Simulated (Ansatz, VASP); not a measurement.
**One calculation of Be, two programs**

The input INCAR:

```
PREC = Accurate
ENCUT = 520
EDIFF = 1E-8
ISMEAR = -1
SIGMA = 0.05
LREAL = False
LASPH = True
NELM = 60
ALGO = Normal
ISIF = 2
LWAVE = False
LCHARG = False
GGA = PE
LEFG = True
NBANDS = 7
```

Contents of KPOINTS:

```
regular mesh
0
Gamma
  20 20 20
```

POSCAR

```
Be
1.0
   -1.2409627004      1.2409627004      1.2689888070
    1.2409627004     -1.2409627004      1.2689888070
    1.2409627004      1.2409627004     -1.2689888070
Be
1
Direct
    0.0000000000      0.0000000000      0.0000000000
```

Input for Ansatz:

```yaml
crystal:
  lattice:
    - [-1.2409627004, 1.2409627004, 1.268988807]
    - [1.2409627004, -1.2409627004, 1.268988807]
    - [1.2409627004, 1.2409627004, -1.268988807]
  atoms:
    - { symbol: Be, position: [0.0, 0.0, 0.0] }
kpoints:
  mp_grid: { grid: [20, 20, 20] }
scf:
  occupations: { method: fermi_dirac, width: 0.05 }
hamiltonian:
  xc: pbe
  pseudopotentials: { kind: all_electron, datasets: crystal }
output:
  forces: true
  stress: true
  eigenvalues: true
  efg: { contact_densities: true }
```

Change from the starting cell: z stretched by +1.5 % at fixed volume, crystal datasets.

Alike in both runs: task electric field gradients; functional PBE; k mesh 20 × 20 × 20; occupations fermi-dirac, width 0.05 eV; no spin polarisation.

```csv
,VASP,Ansatz
version,VASP 6.6.1,Ansatz 0.2.0
potentials or method,"VASP PAW PBE potentials, release 64 (Be)","all-electron PAW with datasets made for the crystal, scalar-relativistic"
plane-wave cutoff (eV),520,see its input
```

|  | VASP | Ansatz | Ansatz less VASP |
| --- | --- | --- | --- |
| pressure (GPa) | 0.2 | 0.0 | -0.19 |
| largest component of the traceless stress (GPa) | 1.86 | 1.86 | 0.000 |
| Vzz of the field gradient on the site that differs most (V/Å²) | 0.4 | 0.3 | -0.03 |

Ansatz ran all-electron here, so the differences hold the error of VASP's frozen core and of both bases.
